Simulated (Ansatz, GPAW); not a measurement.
One calculation of HfN, 3 ways

```
CELL_PARAMETERS angstrom
0.00000 2.25600 2.25600
2.25600 0.00000 2.25600
2.25600 2.25600 0.00000
ATOMIC_POSITIONS crystal
Hf 0.00000 0.00000 0.00000
N 0.50000 0.50000 0.50000
```

Alike in all runs: task single point; functional PBE; k mesh 10 × 10 × 10; occupations gaussian, width 0.017 eV; no spin polarisation; no spin-orbit coupling. Pressure is positive in compression and, in plane waves, holds the error of the finite cutoff, which Ansatz's Pulay term estimates and takes out.

```csv
program and potentials,plane-wave cutoff (eV),notes,band gap (eV),pressure (GPa)
"Ansatz, Ansatz PAW",420,15.5 valence electrons an atom on average; Pulay term of +0.50 GPa included,no gap,6.59
"Ansatz, all-electron LAPW, scalar-relativistic",-,-,no gap,6.66
"GPAW, GPAW PAW data sets (gpaw-data 1.2.1)",800,8.5 valence electrons an atom on average,no gap,6.71
```

None finds a gap. The pressure spans 6.59 (Ansatz, Ansatz PAW) to 6.71 GPa (GPAW, GPAW PAW data sets (gpaw-data 1.2.1)), with all-electron results at 6.66.

The functional is the same throughout but for its coding, so the spread measures potentials, basis and numerics; runs on potential files found faulty are left out.
